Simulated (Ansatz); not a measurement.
Nuclear-site quantities of Sr as the cell is scaled

```
Sr
1.0
    -2.42500    2.42500    2.42500
     2.42500   -2.42500    2.42500
     2.42500    2.42500   -2.42500
Sr
1
Direct
  0.00000 0.00000 0.00000
```

Conventional cell: a = 4.850 Å, b = 4.850 Å, c = 4.850 Å, α = 90.00°, β = 90.00°, γ = 90.00°. Sr (atom 1) has 8 Sr at 4.20 Å as nearest neighbours.

The cell is a measured one (Crystallography Open Database entry 9008551); the temperature and pressure of the measurement aren't taken into account, and nothing was relaxed. It was measured hot, at 887 K.

Computed with DFT, PBE, all-electron PAW with datasets made for the crystal, scalar-relativistic in Ansatz 0.2.0.

Sampling and basis: a Γ-centred 12×12×12 k mesh, Fermi–Dirac smearing of 0.05 eV, cutoff 200 eV (chosen by the program for this cell), no spin polarisation.

The contact density is the mean electron density over the nuclear volume; its changes follow the s electrons' response to bonding and compression. Changes below are taken from the unscaled cell, where it is 401157 e/Å³ at Sr.

The datasets are made afresh for each cell, so very small changes are uncertain.

Does compression raise or lower the contact density at Sr?

It raises it, by 1.41 e/Å³ over the whole range.

Tabulate the changes with volume.


| V/V(cell) | P (GPa) | Δρ(0) Sr (e/Å³) |
| --- | --- | --- |
| 0.9405 | 0.1 | 0.79 |
| 1.0000 | -0.6 | 0.00 |
| 1.0600 | -1.1 | -0.62 |
